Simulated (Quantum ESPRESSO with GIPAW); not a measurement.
## CdS (Greenockite): NMR parameters from first principles

Wanted: NMR shieldings for each site of CdS (Greenockite).

Program: Quantum ESPRESSO with GIPAW 8.0dev (patched build). Level of theory: DFT, PBEsol, plane-wave PAW (pslibrary 1.0.0 recipes), scalar-relativistic, GIPAW; a patched development version of the program. Results are calculated unless marked as measured.

### Step 1. The starting structure

The structure is hexagonal, space group P6_3mc (No. 186). The conventional cell has a = 4.150 Å, b = 4.150 Å, c = 6.737 Å, α = 90.00°, β = 90.00°, γ = 120.00°. Nearest to Cd lie 4 S at 2.54 Å. S has 4 Cd at 2.54 Å nearest. Farther neighbours and most contacts between anions are not listed.

The cell is an entry of the Crystallography Open Database; it need not be the form that is stable at ambient conditions.

This structure had its atoms relaxed beforehand (DFT, PBEsol, plane-wave PAW (pslibrary 1.0.0 recipes), Quantum ESPRESSO with GIPAW), starting from the database entry, since shieldings follow bond lengths closely.

### Step 2. Self-consistent run

The shielding is a linear response of the occupied states, which this run provides. It is converged far beyond what an energy needs, since the response uses the wavefunctions themselves. No empty states are asked for: the response is solved without them. The mesh has a spacing of 0.15 Å⁻¹ at most. The PAW files were made with ld1.x from the pslibrary 1.0.0 recipes, with GIPAW reconstruction switched on.

scf.in reads:

```
&control
  calculation = 'scf'
  prefix = 'x'
  outdir = './tmp/'
  pseudo_dir = './'
/
&system
  ibrav = 0
  nat = 4
  ntyp = 2
  ecutwfc = 55
  ecutrho = 640
  nbnd = 18
/
&electrons
  conv_thr = 1.0d-10
  mixing_beta = 0.7
  electron_maxstep = 100
/
ATOMIC_SPECIES
  Cd 112.414 Cd.pbesol-n-kjpaw_psl.1.0.0-gipaw.UPF
  S 32.060 S.pbesol-n-kjpaw_psl.1.0.0-gipaw.UPF
CELL_PARAMETERS angstrom
  4.15000000 0.00000000 0.00000000
  -2.07500000 3.59400543 0.00000000
  0.00000000 0.00000000 6.73700000
ATOMIC_POSITIONS crystal
  Cd 0.66666667 0.33333333 0.49901960
  Cd 0.33333333 0.66666667 -0.00098040
  S 0.66666667 0.33333333 0.87598040
  S 0.33333333 0.66666667 0.37598040
K_POINTS automatic
  12 12 7 0 0 0
```

Command:

```console
$ mpirun -np 4 pw.x -nk 4 -in scf.in > scf.out
```

Output:

```text
[...]
as large as its charge; the limit is 4.5
     Functions over the limit replaced by smooth ones with the moment of the charge, as mend_augmentation asks: 1
     This moves results (see INPUT_PW). Waves and levels in the save fit builds from 8.0dev_s219 on
     using ibrav=0 with symmetry is DISCOURAGED, use correct ibrav instead

     bravais-lattice index     =            0
     lattice parameter (alat)  =       7.8424  a.u.
     unit-cell volume          =     678.0941 (a.u.)^3
     number of atoms/cell      =            4
     number of atomic types    =            2
     number of electrons       =        36.00
     number of Kohn-Sham states=           18
     kinetic-energy cutoff     =      55.0000  Ry
     charge density cutoff     =     640.0000  Ry
     scf convergence threshold =      1.0E-10
     mixing beta               =       0.7000
     number of iterations used =            8  plain     mixing
     Exchange-correlation= SLA-PW-PSX-PSC
                           (   1   4  10   8   0   0   0)
[...]
Cd               12.00   112.41400     Cd( 1.00)
     S                 6.00    32.06000     S ( 1.00)

     12 Sym. Ops. (no inversion) found ( 6 have fractional translation)
[...]
number of k points=    76
[...]
Dense  grid:   185407 G-vectors     FFT dimensions: (  64,  64, 108)

     Smooth grid:    37375 G-vectors     FFT dimensions: (  40,  40,  64)

     Initial potential from superposition of free atoms

     starting charge      35.9910, renormalised to      36.0000
     Starting wfcs are   26 randomized atomic wfcs

     Self-consistent Calculation

     iteration #  1     ecut=    55.00 Ry     beta= 0.70
     Davidson diagonalization with overlap
     ethr =  1.00E-02,  avg # of iterations =  1.3

     Threshold (ethr) on eigenvalues was too large:
     Diagonalizing with lowered threshold

     Davidson diagonalization with overlap
     ethr =  3.43E-04,  avg # of iterations =  4.2

     total energy              =    -883.31531755 Ry
     estimated scf accuracy    <       0.12971027 Ry

     iteration #  2     ecut=    55.00 Ry     beta= 0.70
     Davidson diagonalization with overlap
     ethr =  3.60E-04,  avg # of iterations =  3.0

     total energy              =    -883.35522580 Ry
     estimated scf accuracy    <       0.00737604 Ry

     iteration #  3     ecut=    55.00 Ry     beta= 0.70
[...]
total energy              =    -883.35832246 Ry
     estimated scf accuracy    <       0.00501830 Ry

[...]
c_bands:  1 eigenvalues not converged
[...]
total energy              =    -883.35998100 Ry
[...]
iteration # 21     ecut=    55.00 Ry     beta= 0.70
     Davidson diagonalization with overlap
     ethr =  5.09E-12,  avg # of iterations =  1.2

     total energy              =    -883.35998100 Ry
     estimated scf accuracy    <          1.2E-09 Ry

     iteration # 22     ecut=    55.00 Ry     beta= 0.70
     Davidson diagonalization with overlap
     ethr =  3.37E-12,  avg # of iterations =  4.8

     End of self-consistent calculation
     [one-electron energies left out]

!    total energy              =    -883.35998100 Ry
     total all-electron energy =    -23962.819177 Ry
     estimated scf accuracy    <          1.7E-11 Ry

     The total energy is the sum of the following terms:
     one-electron contribution =     -73.19367235 Ry
     hartree contribution      =      66.05723444 Ry
     xc contribution           =     -55.44322600 Ry
     ewald contribution        =    -169.76140666 Ry
     one-center paw contrib.   =    -651.01891043 Ry

     convergence has been achieved in  22 iterations
[...]
JOB DONE.
```

It took 2.9 min on 4 MPI ranks of Arm Neoverse N1, shared host; peak memory 1.1 GiB; 12 min of CPU time.

It converged in 22 cycles to an estimated accuracy of 2e-11 Ry, on 76 irreducible k-points.

### Step 3. GIPAW: job nmr

A uniform field breaks periodicity, so gipaw.x applies it as a wave of small q and takes the limit. It solves for the first-order states, builds the induced current and gets the field at each nucleus by Biot–Savart; the PAW spheres add what the smooth waves miss near the nuclei. pawproj makes the reconstruction use the PAW data sets' own projectors.

nmr.in reads:

```
&inputgipaw
  job = 'nmr'
  prefix = 'x'
  tmp_dir = './tmp/'
  restart_mode = 'from_scratch'
  verbosity = 'low'
  q_gipaw = 0.01
  spline_ps = .true.
  conv_threshold = 1.0d-11
  use_nmr_macroscopic_shape = .false.
  pawproj(1) = .true.
  pawproj(2) = .true.
/
```

Command:

```console
$ mpirun -np 4 gipaw.x -in nmr.in > nmr.out
```

Output:

```text
[banner, memory and clock lines left out]
[a note of our patched build left out]

     Parallelizing q-star over 1 images

     IMPORTANT: XC functional enforced from input :
     Exchange-correlation= PBESOL
                           (   1   4  10   8   0   0   0)
     Any further DFT definition will be discarded
     Please, verify this is what you really want

     In Cd.pbesol-n-kjpaw_psl.1.0.0-gipaw.UPF the largest augmentation function (projectors 1 and 4, L = 1) is 11.6 times
     as large as its charge; the limit is 4.5
     Functions over the limit replaced by smooth ones with the moment of the charge, as in the saved run: 1

[...]
WARNING: some symmetry operations do not permute x, y and z, so the susceptibility and the shape term are
     wrong: all shieldings move alike (in wurtzite BN nosym gave 13 and 6 ppm more at 3 and 6 points an axis).
     Run pw.x with nosym, and raise the mesh until the susceptibility stays

     alpha_pv=     24.6297 eV

     spline_ps is .false., expect some extrapolation errors

     q-space interpolation up to    66.00 Rydberg

     GIPAW job: nmr
     NMR macroscopic correction: no
[...]
Computing the magnetic susceptibility     isolve=0    ethr=  0.1000E-10
     Starting from scratch
     k-point #    1 of    76      pool #  1    cpu time:       2.6
[...]
End of magnetic susceptibility calculation

     f-sum rule (1st term):
           -31.3559          0.0000          0.0000
             0.0000        -31.3559          0.0000
             0.0000          0.0000        -31.3558

     f-sum rule (2nd term):
            -0.2623          0.0000         -0.0000
             0.0000         -0.2623          0.0000
             0.0000          0.0000         -0.2626

     f-sum rule (should be   -31.6153):
           -31.6182          0.0000         -0.0000
             0.0000        -31.6182          0.0000
             0.0000          0.0000        -31.6183

[... susceptibilities left out ...]
     Contributions to the NMR chemical shifts: -------------------------------

     Macroscopic shape contribution in ppm:                    0.00
             0.0000          0.0000          0.0000
             0.0000          0.0000          0.0000
             0.0000          0.0000          0.0000

     Core contribution in ppm:

     Atom  1  Cd  pos: (  0.500000  0.288675  0.810095)  core sigma:        4798.95
     Atom  2  Cd  pos: ( -0.000000  0.577350 -0.001592)  core sigma:        4798.95
     Atom  3  S   pos: (  0.500000  0.288675  1.422043)  core sigma:         978.84
     Atom  4  S   pos: ( -0.000000  0.577350  0.610357)  core sigma:         978.84

     Bare contribution in ppm:

     Atom  1  Cd  pos: (  0.500000  0.288675  0.810095)  bare sigma:          63.82
[...]
Atom  2  Cd  pos: ( -0.000000  0.577350 -0.001592)  bare sigma:          63.82
[...]
Atom  3  S   pos: (  0.500000  0.288675  1.422043)  bare sigma:          34.62
[...]
Atom  4  S   pos: ( -0.000000  0.577350  0.610357)  bare sigma:          34.62
[...]
Diamagnetic contribution in ppm:

     Atom  1  Cd  pos: (  0.500000  0.288675  0.810095)  dia sigma:          89.76
[...]
Atom  2  Cd  pos: ( -0.000000  0.577350 -0.001592)  dia sigma:          89.76
[...]
Atom  3  S   pos: (  0.500000  0.288675  1.422043)  dia sigma:          -5.40
[...]
Atom  4  S   pos: ( -0.000000  0.577350  0.610357)  dia sigma:          -5.40
[...]
Paramagnetic contribution in ppm:

     Atom  1  Cd  pos: (  0.500000  0.288675  0.810095)  para sigma:         701.18
[...]
Atom  2  Cd  pos: ( -0.000000  0.577350 -0.001592)  para sigma:         701.18
[...]
Atom  3  S   pos: (  0.500000  0.288675  1.422043)  para sigma:        -499.58
[...]
Atom  4  S   pos: ( -0.000000  0.577350  0.610357)  para sigma:        -499.58
[...]
Paramagnetic US occ-occ contribution in ppm:

     Atom  1  Cd  pos: (  0.500000  0.288675  0.810095)  para_oo sigma:          -4.79
[...]
Atom  2  Cd  pos: ( -0.000000  0.577350 -0.001592)  para_oo sigma:          -4.79
[...]
Atom  3  S   pos: (  0.500000  0.288675  1.422043)  para_oo sigma:          -9.70
[...]
Atom  4  S   pos: ( -0.000000  0.577350  0.610357)  para_oo sigma:          -9.70
[...]
Paramagnetic US L_R Q_R contribution in ppm:

     Atom  1  Cd  pos: (  0.500000  0.288675  0.810095)  para_lq sigma:       -2677.59
[...]
Atom  2  Cd  pos: ( -0.000000  0.577350 -0.001592)  para_lq sigma:       -2677.59
[...]
Atom  3  S   pos: (  0.500000  0.288675  1.422043)  para_lq sigma:         133.99
[...]
Atom  4  S   pos: ( -0.000000  0.577350  0.610357)  para_lq sigma:         133.99
[...]
Total NMR chemical shifts in ppm: ---------------------------------------
     (adopting the Simpson convention for anisotropy and asymmetry)-----------

     Atom  1  Cd  pos: (  0.500000  0.288675  0.810095)  Total sigma:        2971.33
          2986.6673         -0.0000          0.0000
            -0.0000       2986.6673         -0.0000
             0.0000         -0.0000       2940.6483

     Cd      1    anisotropy:    -46.02    eta:    0.0000
[...]
Atom  2  Cd  pos: ( -0.000000  0.577350 -0.001592)  Total sigma:        2971.33
[... its tensor is left out ...]
     Atom  3  S   pos: (  0.500000  0.288675  1.422043)  Total sigma:         632.78
           621.4858          0.0000          0.0000
             0.0000        621.4858         -0.0000
             0.0000         -0.0000        655.3668

     S       3    anisotropy:     33.88    eta:    0.0000
[...]
Atom  4  S   pos: ( -0.000000  0.577350  0.610357)  Total sigma:         632.78
[... its tensor is left out ...]
```

Run time: 28 min. Hardware: 4 MPI ranks; peak memory 0.75 GiB.

The f-sum rule is met to 0.0030 of 31.6 (0.009 %). Converged shieldings require that this miss be small, but a small miss does not prove them. gipaw.x warns that with these symmetry operations the susceptibility and the shape term are unreliable; the other terms are not touched. This build smooths some augmentation functions of the files as it reads them, which, it says, moves results; by how much was not measured here.

From the symmetric part of each tensor, with principal values σ11 ≤ σ22 ≤ σ33: σ_iso is their mean, the span is σ33 − σ11 and the skew 3(σ_iso − σ22)/span. (gipaw.x prints an anisotropy in another convention.)

```csv
site,atom no.,atoms in cell,σ_iso (ppm),span (ppm),skew
Cd,1,2,2971,46,-1.00
S,3,2,632.8,33.9,1.00
```

The macroscopic shape term is switched off. For a spherical sample the valence susceptibility of this run would add about 11 ppm to every site, a rough estimate, since the susceptibility converges slowly and lacks part of the PAW terms, above all in hexagonal and trigonal cells. Differences within the crystal don't depend on it, but shieldings of different compounds can't be compared to better than a few ppm without it.

An axis of order three or more runs through Cd and S, so two principal values coincide and the skew is ±1. In this run the largest span among the lighter atoms is that of S (site symmetry 3m), with principal values 621.5, 621.5 and 655.4 ppm.

How the isotropic values are made up (ppm). The core part is that of the free atom's core; bare is the current of the smooth valence states; the last two are what the PAW spheres add to the diamagnetic and the paramagnetic current:

| site | core | bare | reconstruction, dia | reconstruction, para |
| --- | --- | --- | --- | --- |
| Cd | 4798.9 | 63.8 | 89.8 | -1981.2 |
| S | 978.8 | 34.6 | -5.4 | -375.3 |

33S also has a quadrupolar coupling here. It is not given: on PAW files the efg job of this gipaw.x leaves out the augmentation charge of neighbouring atoms and can miss by tens of per cent.

### Step 4. From shieldings to shifts

Covalently bonded atoms count as neighbours within 1.18 times the sum of their radii. Otherwise a cation's neighbours lie within 1.2 times its shortest bond (1.3 for large cations, each anion's radius taken off where they differ), and an anion's are the cations that count it.

```csv
site,atom no.,atoms in cell,surroundings,bonds (Å),σ_iso (ppm)
Cd,1,2,CdS4,2.54 to 2.54,2971
S,3,2,bound to Cd4,2.54 to 2.54,632.8
```

### Step 5. Summary of results

```yaml
113cd_shielding_without_shape_term: 2971 ppm
33s_shielding_without_shape_term: 632.8 ppm
```

What this shows: 113Cd has one site (CdS4), with isotropic shielding 2971 ppm (shape term left out). A shift needs a reference, δ = σ_ref − σ, fixed on measured compounds; for 113Cd of this kind at this level too few were at hand, or they scattered too widely about a line, so none is given. No sound run at another cutoff or mesh is at hand, so convergence rests on the f-sum rule and on experience with these files. The scalar-relativistic files are used with non-relativistic response operators, which weighs most on the heavy atoms' own shieldings. This build of gipaw.x prints that it is not audited and that its numbers are no references by themselves. It also reports spline_ps as false although the input sets it; why was not traced. pw.x warned of eigenvalues not converged in some cycles of 3 ground-state runs, which then met the threshold.

[Banner, clock, file and message-heading lines were taken out of the pw.x and gipaw.x logs.]

[Logs are printed without paths, hosts, clocks, repeated set-up lines and the standing remarks that a program may print on its own settings, such as how far it seeks lower states.]

[Hosts, paths, dates, database ids (printed as entryN), source tags and the programs' standing remarks are cut or masked in the printed files.]

[Where no reference line passes its bar on scatter, no shift is given, so a measured shift of this compound may stand uncompared.]
